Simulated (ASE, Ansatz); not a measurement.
**Void in SrCl2 (90 atoms): geometry optimisation**

Wanted: the relaxed structure of void in SrCl2 (90 atoms) and its electronic structure.

Method: Kohn-Sham DFT, PBE, PAW (set soft_2), plane waves, in Ansatz 0.2.0.

### 1. Set-up

The cell holds 90 atoms: 30 Sr and 60 Cl. Its edges and angles: a = 13.953 Å, b = 13.953 Å, c = 13.953 Å, α = 90.0°, β = 90.0°, γ = 90.0°. It derives from SrCl2 (fluorite-type), repeated 2×2×2. Fluorite-type SrCl2 (a = 6.977 Å), 2 x 2 x 2 conventional cells, the 2 Sr, 4 Cl nearest the centre removed; not relaxed, displaced by a Gaussian of 0.02 Å. Nearest the centre at fractional (0.528, 0.505, 0.531): Cl52 at 3.11 Å, Cl23 at 3.13 Å, Cl32 at 3.47 Å, Cl3 at 3.57 Å, Sr83 at 4.63 Å, Sr88 at 4.66 Å, Sr63 at 4.70 Å, Sr68 at 4.77 Å.

Limits known from the start: The main run has no spin polarisation, so any moments at edges, vacancies or dangling bonds can't form in it. Only the Γ point is sampled, in a cell whose shortest periodic width is 14 Å.

### 2. Single point at the start

A single point comes first, to see the forces before anything moves.

input.yaml

```yaml
crystal:
  lattice:
    - [13.9534, 0.0, 0.0]
    - [0.0, 13.9534, 0.0]
    - [0.0, 0.0, 13.9534]
  atoms:
    - { symbol: Sr, position: [0.00137, 0.99534, 0.9983] }
    - { symbol: Cl, position: [0.12465, 0.12642, 0.12249] }
    - { symbol: Cl, position: [0.37495, 0.37259, 0.37427] }
    - { symbol: Sr, position: [0.99994, 0.25148, 0.25045] }
    - { symbol: Cl, position: [0.123, 0.37742, 0.37611] }
    - { symbol: Cl, position: [0.3774, 0.12435, 0.12326] }
    - { symbol: Sr, position: [0.24826, 0.99838, 0.25195] }
    - { symbol: Cl, position: [0.37483, 0.12528, 0.37658] }
    - { symbol: Cl, position: [0.12157, 0.37435, 0.12774] }
    - { symbol: Sr, position: [0.25136, 0.25064, 0.00246] }
    - { symbol: Cl, position: [0.37436, 0.37694, 0.12767] }
    - { symbol: Cl, position: [0.12381, 0.12423, 0.37581] }
    - { symbol: Sr, position: [0.00156, 0.00054, 0.50197] }
    - { symbol: Cl, position: [0.12805, 0.12267, 0.62548] }
    - { symbol: Cl, position: [0.37626, 0.37388, 0.87316] }
    - { symbol: Sr, position: [0.00163, 0.25025, 0.748] }
    - { symbol: Cl, position: [0.12483, 0.37366, 0.8748] }
    - { symbol: Cl, position: [0.37459, 0.12569, 0.62568] }
    - { symbol: Sr, position: [0.25175, 0.99954, 0.75206] }
    - { symbol: Cl, position: [0.37506, 0.12412, 0.87661] }
    - { symbol: Cl, position: [0.12414, 0.37309, 0.62518] }
    - { symbol: Sr, position: [0.25125, 0.2507, 0.50067] }
    - { symbol: Cl, position: [0.37382, 0.37379, 0.62598] }
    - { symbol: Cl, position: [0.1281, 0.12486, 0.87559] }
    - { symbol: Sr, position: [0.00095, 0.50143, 0.00042] }
    - { symbol: Cl, position: [0.12475, 0.62261, 0.12372] }
    - { symbol: Cl, position: [0.37585, 0.87459, 0.37557] }
    - { symbol: Sr, position: [1.0e-05, 0.75043, 0.24912] }
    - { symbol: Cl, position: [0.12445, 0.87418, 0.37468] }
    - { symbol: Cl, position: [0.37558, 0.62399, 0.1253] }
    - { symbol: Sr, position: [0.24722, 0.49963, 0.25031] }
    - { symbol: Cl, position: [0.37415, 0.6248, 0.37597] }
    - { symbol: Cl, position: [0.12384, 0.87555, 0.12678] }
    - { symbol: Sr, position: [0.2533, 0.75015, 0.00077] }
    - { symbol: Cl, position: [0.37617, 0.87502, 0.12532] }
    - { symbol: Cl, position: [0.12449, 0.62473, 0.37342] }
    - { symbol: Sr, position: [5.0e-05, 0.50115, 0.50043] }
    - { symbol: Cl, position: [0.12511, 0.62542, 0.62413] }
    - { symbol: Cl, position: [0.37592, 0.87512, 0.87358] }
    - { symbol: Sr, position: [0.00111, 0.75098, 0.74951] }
    - { symbol: Cl, position: [0.12603, 0.87387, 0.8717] }
    - { symbol: Sr, position: [0.25192, 0.49932, 0.74837] }
    - { symbol: Cl, position: [0.3757, 0.62552, 0.87278] }
    - { symbol: Cl, position: [0.12586, 0.87444, 0.62382] }
    - { symbol: Sr, position: [0.25126, 0.74831, 0.50135] }
    - { symbol: Cl, position: [0.37417, 0.8761, 0.62666] }
    - { symbol: Cl, position: [0.12494, 0.62246, 0.87473] }
    - { symbol: Sr, position: [0.50134, 0.99831, 0.99984] }
    - { symbol: Cl, position: [0.62467, 0.12178, 0.12486] }
    - { symbol: Cl, position: [0.87452, 0.37212, 0.3765] }
    - { symbol: Sr, position: [0.49985, 0.25077, 0.2511] }
    - { symbol: Cl, position: [0.62374, 0.3746, 0.37719] }
    - { symbol: Cl, position: [0.87427, 0.12603, 0.12655] }
    - { symbol: Sr, position: [0.74772, 0.99852, 0.24843] }
    - { symbol: Cl, position: [0.87451, 0.12525, 0.37441] }
    - { symbol: Cl, position: [0.62213, 0.37384, 0.12478] }
    - { symbol: Sr, position: [0.74752, 0.25247, 0.99746] }
    - { symbol: Cl, position: [0.87487, 0.3756, 0.12637] }
    - { symbol: Cl, position: [0.62552, 0.12646, 0.37255] }
    - { symbol: Sr, position: [0.50176, 0.99933, 0.49781] }
    - { symbol: Cl, position: [0.6244, 0.12468, 0.62701] }
    - { symbol: Cl, position: [0.87497, 0.37409, 0.87222] }
    - { symbol: Sr, position: [0.50028, 0.25218, 0.75115] }
    - { symbol: Cl, position: [0.62612, 0.37788, 0.87463] }
    - { symbol: Cl, position: [0.87509, 0.12287, 0.6259] }
    - { symbol: Sr, position: [0.74809, 0.99716, 0.74976] }
    - { symbol: Cl, position: [0.87586, 0.12278, 0.87522] }
    - { symbol: Sr, position: [0.75214, 0.2492, 0.5006] }
    - { symbol: Cl, position: [0.87255, 0.37258, 0.6279] }
    - { symbol: Cl, position: [0.62611, 0.12741, 0.87568] }
    - { symbol: Sr, position: [0.49859, 0.49825, 0.00153] }
    - { symbol: Cl, position: [0.62693, 0.62552, 0.12477] }
    - { symbol: Cl, position: [0.87304, 0.87492, 0.37474] }
    - { symbol: Sr, position: [0.50073, 0.74868, 0.25] }
    - { symbol: Cl, position: [0.62424, 0.87759, 0.37593] }
    - { symbol: Cl, position: [0.8712, 0.62127, 0.12652] }
    - { symbol: Sr, position: [0.74935, 0.50211, 0.2471] }
    - { symbol: Cl, position: [0.87465, 0.62474, 0.37717] }
    - { symbol: Cl, position: [0.62523, 0.8755, 0.12593] }
    - { symbol: Sr, position: [0.74999, 0.74905, 0.99832] }
    - { symbol: Cl, position: [0.8751, 0.87451, 0.12412] }
    - { symbol: Cl, position: [0.87358, 0.87352, 0.87168] }
    - { symbol: Sr, position: [0.50104, 0.74997, 0.75301] }
    - { symbol: Cl, position: [0.62513, 0.87399, 0.87443] }
    - { symbol: Cl, position: [0.87414, 0.62318, 0.62514] }
    - { symbol: Cl, position: [0.87618, 0.62569, 0.87487] }
    - { symbol: Cl, position: [0.62605, 0.87504, 0.62574] }
    - { symbol: Sr, position: [0.7534, 0.75016, 0.50014] }
    - { symbol: Cl, position: [0.8736, 0.87224, 0.62558] }
    - { symbol: Cl, position: [0.62695, 0.6269, 0.87716] }
kpoints:
  mp_grid: { grid: [1, 1, 1] }
hamiltonian:
  xc: pbe
scf:
  occupations: { method: fermi_dirac, width: 0.025 }
output:
  forces: true
  stress: true
  populations: intrinsic
  dos:
    method: { smearing: { sigma: 0.15 } }
    de: 0.1
    projected: { site_lists: { Cl: [Cl], Sr: [Sr] } }
  eigenvalues: true
```

On the command line:

```sh
> ansatz run input.yaml --threads 4 --pin off --max-ram 8192MiB --backend cpu --events-out ev --progress --plain --runs-dir out
```

Numbers of over 12 decimals in the logs are rounded to 6 here.

What it wrote:

```text
Engine: ansatz 0.2.0, aarch64-unknown-linux-gnu
Pseudopotentials: kind: paw
Pseudopotential: Sr, paw, valence charge 10, recommended cutoff 420 eV (normal), Sr.paw.azcp
Pseudopotential: Cl, paw, valence charge 7, recommended cutoff 420 eV (normal), Cl.paw.azcp
[... 5 lines on functional and potentials left out ...]
Crystal: 90 atoms, lattice volume = 2716.690 Å³
Basis set: ecut = 420 eV, 52923 PW (Γ), exchange–correlation on 192×192×192 points (8 copies of the dense FFT grid, shifted against one another)
Bands: 450, of which v1, the nominal top of the filled ones, is band 360 counted from 1 (359 counted from 0)
Symmetry: 1 space group operations
Space group: P1 (ITA 1), of the structure as read, at distance tolerance 1.4e-4 Å
k-points: 1
[... 5 lines on functional and potentials left out ...]
Initial density: superposition of atomic densities (neutral atoms: chi_scale 0, normalization atom), corrected by the library's trained network
Initial wavefunctions: pseudopotential atomic-orbital guess
Functional: x = pbe(κ = 0.804, μ = 0.219515), c = pbe(β = 0.066725)
SCF iter   1: F=—  HF=-171316.326865 eV  |F-HF|=—  |Δ(HF+E_count)|=         —  Δρ=9.54e-4  dr2=1.63e-1  ethr=1.77e-3  ⟨swp⟩=12.0  Hψ=2697  notcnv=0  defer=66
preconditioner: auto → Resta (q_TF=auto, 2.187 Å⁻¹)  ε∞=2.8  [insulator: Δε(μ)=2.298 eV  Ē_g=13.516 eV  σ=0.025 eV  W_gap=1.00  n_scr=460 (ndim 8)  ℏωp=18.3 eV  f_vac=0.129  D(μ)=0.00/eV (n_scr^D=0)  ε∞_Penn≈2.8]
SCF iter   2: F=—  HF=-171316.341389 eV  |F-HF|=—  |Δ(HF+E_count)|=   1.45e-2  Δρ=5.48e-4  dr2=4.67e-2  ethr=2.26e-5  ⟨swp⟩=3.0  Hψ=858  notcnv=0  defer=85
SCF iter   3: F=—  HF=-171316.343241 eV  |F-HF|=—  |Δ(HF+E_count)|=   1.85e-3  Δρ=2.65e-4  dr2=8.14e-3  ethr=6.48e-6  ⟨swp⟩=3.0  Hψ=705  notcnv=0  defer=85
SCF iter   4: F=—  HF=-171316.346933 eV  |F-HF|=—  |Δ(HF+E_count)|=   3.69e-3  Δρ=8.18e-5  dr2=4.79e-4  ethr=1.13e-6  ⟨swp⟩=3.0  Hψ=703  notcnv=0  defer=85
SCF iter   5: F=—  HF=-171316.347528 eV  |F-HF|=—  |Δ(HF+E_count)|=   5.94e-4  Δρ=2.58e-5  dr2=5.17e-5  ethr=6.65e-8  ⟨swp⟩=2.0  Hψ=730  notcnv=0  defer=85
SCF iter   6: F=—  HF=-171316.350461 eV  |F-HF|=—  |Δ(HF+E_count)|=   2.93e-3  Δρ=1.03e-5  dr2=5.42e-6  ethr=7.19e-9  ⟨swp⟩=2.0  Hψ=783  notcnv=0  defer=85
SCF iter   7: F=—  HF=-171316.350458 eV  |F-HF|=—  |Δ(HF+E_count)|=   3.01e-6  Δρ=2.80e-6  dr2=4.62e-7  ethr=7.53e-10  ⟨swp⟩=2.0  Hψ=695  notcnv=0  defer=85
SCF iter   8: F=-171316.350457 eV  HF=-171316.350458 eV  |F-HF|=4.22e-8  |Δ(HF+E_count)|=   4.83e-7  Δρ=1.12e-6  dr2=6.10e-8  ethr=1.39e-11  ⟨swp⟩=21.0  Hψ=2947  notcnv=0
SCF 1 converged in 8 iterations: F = -171316.350457 eV  dr2 = 6.10e-8
  greatest PAW one-centre occupation: 0.986 electrons in one spin orbital (limit 2), on the Sr atom at site 18 (counted from 0), in its partial waves of l = 0
SCF converged after 8 iterations
Free energy (F): -171316.350457 eV
Harris-Foulkes:  -171316.350458 eV  (|F-HF|=4.22e-8)
Internal energy: -171316.350457 eV  (E = F + TS)
E sigma→0 (E₀):  -171316.350457 eV
Fermi energy:    4.919790 eV
--- Per-component energies (eV) ---
  E_band       = -4807.135187
  E_kinetic    = 17046.443650
  E_local      = -41101.905779  (includes V_loc(G=0)·N_el)
  E_nonlocal   = 7763.015331
  E_hartree    = 12376.721291
  E_xc         = -11666.213348
  E_vxc        = -12232.289229  (∫ρ·V_xc dr)
  E_paw        = -120400.353620  (= ΣΔE_a)
  E_vpaw       = -1035.833359  (= ΣTr[D̂ρ^β])
  E_aug_tail   = 0.005374  (compensation charges beyond the density's cutoff)
  E_ewald      = -35334.063355
  E_smearing   = -0.000000  (= −TS)
  E_closure    = -0.000000  (closes the sum)
  Σ components = -171316.350457   (vs F -171316.350457, Δ=0.00e0)
--- Forces (eV/Å), atoms counted from 1 ---
  atom   1  Sr    -0.18741226     0.41246032    -0.06865144
  atom   2  Cl     0.06200077    -0.15609026     0.13227625
  atom   3  Cl    -0.27264979    -0.08682211    -0.15358734
  atom   4  Sr    -0.10075389    -0.02169237    -0.05057286
  atom   5  Cl    -0.00286637    -0.05150493     0.01625184
  atom   6  Cl    -0.09352155    -0.08137456     0.10570553
  atom   7  Sr     0.01187003     0.36398698    -0.11080694
  atom   8  Cl     0.03077712    -0.29207824    -0.02661284
  atom   9  Cl     0.17924809     0.02864201    -0.07368407
  atom  10  Sr    -0.13660231     0.06863888    -0.06149066
  atom  11  Cl    -0.06549043    -0.02020155    -0.20636250
  atom  12  Cl     0.04103932    -0.04151637    -0.03554234
  atom  13  Sr    -0.08735455     0.20425545    -0.02093793
  atom  14  Cl    -0.04289025    -0.07776193    -0.02606741
[...]
atom  89  Cl    -0.10173314     0.03854499    -0.22708492
  atom  90  Cl    -0.53977364     0.27091735    -0.36842931
  max |Σ_I F_I| component: 1.08e-4 eV/Å
--- Stress (GPa, compression-positive) ---
        0.599166       0.013495      -0.065175
        0.013495       0.541277       0.030126
       -0.065175       0.030126       0.607362
  P = ⅓ Tr σ = 0.5826 GPa (5.826 kbar)
--- Band table (eV) ---
  k-point 0: bands = ["-31.6128", "-31.5317", "-31.1393", "-31.0736", [... 434 levels ...], "9.6798", "9.6946", "9.6986", "9.6997", "9.7236", "9.7515", "9.7694", "9.7769", "9.7811", "9.7883", "9.8110", "9.8204"]
--- intrinsic populations: 90 sites ---
  site symbol       q [e]
     0     Sr      8.3489
     1     Cl      7.8259
     2     Cl      7.8478
[...]
89     Cl      7.8415
  spilling = -0.000000 (of n_electrons = 720.000000)
```

Elapsed: 43 s, on 4 threads of Arm Neoverse V2, shared host; peak memory 3.3 GiB; 2.8 min of CPU time.

Numbers from this run:

```
free energy                                      : -171316.3505 eV
free energy per atom                             : -1903.5150 eV/atom
SCF cycles                                       : 8
pressure                                         : 0.5826 GPa
r.m.s. force component                           : 0.2876 eV/Å
longest force                                    : 1.273 eV/Å
Fermi energy                                     : 4.92 eV
gap (highest filled to lowest empty level) : 2.418 eV
```

The r.m.s. force component of 0.29 eV/Å and the pressure of 0.58 GPa set the starting point.

Neighbours are counted within 3.48 Å (Cl-Sr).

Length of the force by element and coordination:

```
element  coordination  atoms  mean length of the force (eV/Å)  spread   least   most
     Cl           all     60                            0.323   0.209  0.0201  0.818
     Cl             3     10                            0.533  0.0957   0.325  0.708
     Cl             4     50                            0.280   0.199  0.0201  0.818
     Sr           all     30                            0.600   0.299   0.115   1.27
     Sr             6      2                             1.26  0.0149    1.24   1.27
     Sr             7      6                            0.796   0.251   0.452   1.10
     Sr             8     22                            0.486   0.205   0.115  0.878
```

### 3. Relaxation

With the cell held, the atoms are moved downhill towards a nearby minimum.

input.yaml, the sections that differ from step 2:

```yaml
output:
  forces: true
relax:
  f_tol: 0.03
  max_steps: 81
# crystal, kpoints, hamiltonian, scf: as in step 2
```

What it wrote:

```text
[...]
Crystal: 90 atoms, lattice volume = 2716.690 Å³
Basis set: ecut = 420 eV, 52923 PW (Γ), exchange–correlation on 192×192×192 points (8 copies of the dense FFT grid, shifted against one another)
Bands: 450, of which v1, the nominal top of the filled ones, is band 360 counted from 1 (359 counted from 0)
Symmetry: 1 space group operations
[...]
k-points: 1
[...]
SCF iter   1: F=—  HF=-171316.326865 eV  |F-HF|=—  |Δ(HF+E_count)|=         —  Δρ=9.54e-4  dr2=1.63e-1  ethr=1.77e-3  ⟨swp⟩=12.0  Hψ=2697  notcnv=0  defer=66
[...]
SCF iter   6: F=-171316.350456 eV  HF=-171316.350461 eV  |F-HF|=5.42e-6  |Δ(HF+E_count)|=   2.54e-5  Δρ=1.03e-5  dr2=5.41e-6  ethr=3.13e-9  ⟨swp⟩=4.0  Hψ=1504  notcnv=0
SCF 1 converged in 6 iterations: F = -171316.350456 eV  dr2 = 5.41e-6
[...]
relax step   1: F+E_penalty+E_count = -171316.35045567 eV  Δ(F+E_penalty+E_count) = +0.000e0 eV  max|allowed force component| = 1.148e0 eV/Å  Δτ_max = 0.0000 Å  (6 SCF iters, dr2 threshold 2.25e-5 eV, accepted)
[...]
relax step   2: F+E_penalty+E_count = -171318.24392757 eV  Δ(F+E_penalty+E_count) = -1.893e0 eV  max|allowed force component| = 4.001e-1 eV/Å  Δτ_max = 0.1948 Å  (6 SCF iters, dr2 threshold 8.24e-5 eV, accepted)
[...]
relax step   3: F+E_penalty+E_count = -171318.79950256 eV  Δ(F+E_penalty+E_count) = -5.556e-1 eV  max|allowed force component| = 1.879e-1 eV/Å  Δτ_max = 0.2000 Å  (6 SCF iters, dr2 threshold 1.00e-5 eV, accepted)
relax step   4: F+E_penalty+E_count = -171318.99726682 eV  Δ(F+E_penalty+E_count) = -1.978e-1 eV  max|allowed force component| = 1.423e-1 eV/Å  Δτ_max = 0.2000 Å  (6 SCF iters, dr2 threshold 4.29e-6 eV, accepted)
relax step   5: F+E_penalty+E_count = -171319.02541428 eV  Δ(F+E_penalty+E_count) = -2.815e-2 eV  max|allowed force component| = 7.241e-2 eV/Å  Δτ_max = 0.2000 Å  (6 SCF iters, dr2 threshold 4.46e-6 eV, accepted)
relax step   6: F+E_penalty+E_count = -171319.03349592 eV  Δ(F+E_penalty+E_count) = -8.082e-3 eV  max|allowed force component| = 1.719e-2 eV/Å  Δτ_max = 0.0336 Å  (5 SCF iters, dr2 threshold 1.36e-6 eV, accepted)
[...]
relax step   7: F+E_penalty+E_count = -171319.03349613 eV  Δ(F+E_penalty+E_count) = -2.106e-7 eV  max|allowed force component| = 1.711e-2 eV/Å  Δτ_max = 0.0000 Å  (3 SCF iters, accepted)
SCF converged after 3 iterations
Free energy (F): -171319.033496 eV
[...]
Internal energy: -171319.033496 eV  (E = F + TS)
E sigma→0 (E₀):  -171319.033496 eV
Fermi energy:    5.119938 eV
[...]
--- Forces (eV/Å), atoms counted from 1 ---
  atom   1  Sr     0.00237250     0.01711071     0.00120373
  atom   2  Cl     0.00008754     0.00092734     0.00040879
  atom   3  Cl    -0.00052984     0.00513336    -0.00099831
  atom   4  Sr     0.00164629    -0.00750848    -0.00354808
  atom   5  Cl     0.00062824     0.00287641     0.00021042
  atom   6  Cl     0.00055849     0.00000370     0.00129963
  atom   7  Sr    -0.00489532     0.01265382    -0.00408264
  atom   8  Cl     0.00112161     0.00089216     0.00112955
  atom   9  Cl     0.00145723     0.00243374     0.00164360
  atom  10  Sr    -0.00402774    -0.00783402     0.00082686
  atom  11  Cl    -0.00001069     0.00209042     0.00142054
  atom  12  Cl     0.00113131    -0.00006856     0.00036033
  atom  13  Sr     0.00080188     0.00747351     0.00144202
  atom  14  Cl    -0.00127876    -0.00020324    -0.00115690
[...]
atom  89  Cl    -0.00222207     0.00286743    -0.00346096
  atom  90  Cl    -0.00147618    -0.00063226    -0.00498949
  max |Σ_I F_I| component: 2.90e-5 eV/Å
--- Relaxed structure (7 steps of the walk, 7 accepted, 0 SCFs on fresh bases) ---
  F+E_penalty+E_count = -171319.03349613 eV   max|allowed force component| = 1.711e-2 eV/Å
  atoms:
    - { symbol: Sr, position: [-0.00276241, 1.000146, 0.997359] }
    - { symbol: Cl, position: [0.124369, 0.123947, 0.124455] }
    - { symbol: Cl, position: [0.373017, 0.374221, 0.373080] }
    - { symbol: Sr, position: [1.005125, 0.251307, 0.246765] }
[...]
- { symbol: Cl, position: [0.622099, 0.633194, 0.885361] }
```

The job ended after 2.2 min (4 threads; peak memory 3.2 GiB; 8.5 min of CPU time).

The steps of the relaxation:

```
step  energy less that of the first step (eV)  largest force component (eV/Å)
   1                                   0.0000                          1.1481
   2                                  -1.8935                          0.4001
   3                                  -2.4490                          0.1879
   4                                  -2.6468                          0.1423
   5                                  -2.6750                          0.0724
   6                                  -2.6830                          0.0172
   7                                  -2.6830                          0.0171
```

The atoms that moved most (Å):

```
atom      dx      dy      dz  length
Cl75  -0.088  -0.637   0.177   0.667
Cl46   0.201  -0.618  -0.123   0.662
Cl78  -0.444  -0.027  -0.022   0.445
Cl43  -0.001  -0.039  -0.418   0.419
Cl72  -0.035  -0.010   0.395   0.397
Cl38   0.393  -0.007   0.008   0.393
Sr83   0.102   0.193   0.296   0.368
Sr88   0.290   0.190   0.116   0.366
```

The relaxation changed the energy by -29.8 meV/atom, and atoms moved by 0.21 Å r.m.s., 0.67 Å at most.

(Part 1 of 2 ends here.)

[Logs are printed without paths, hosts, clocks, repeated set-up lines and the standing remarks that a program may print on its own settings, such as how far it seeks lower states.]

[Hosts, paths, dates, database ids (printed as entryN), source tags and the programs' standing remarks are cut or masked in the printed files.]
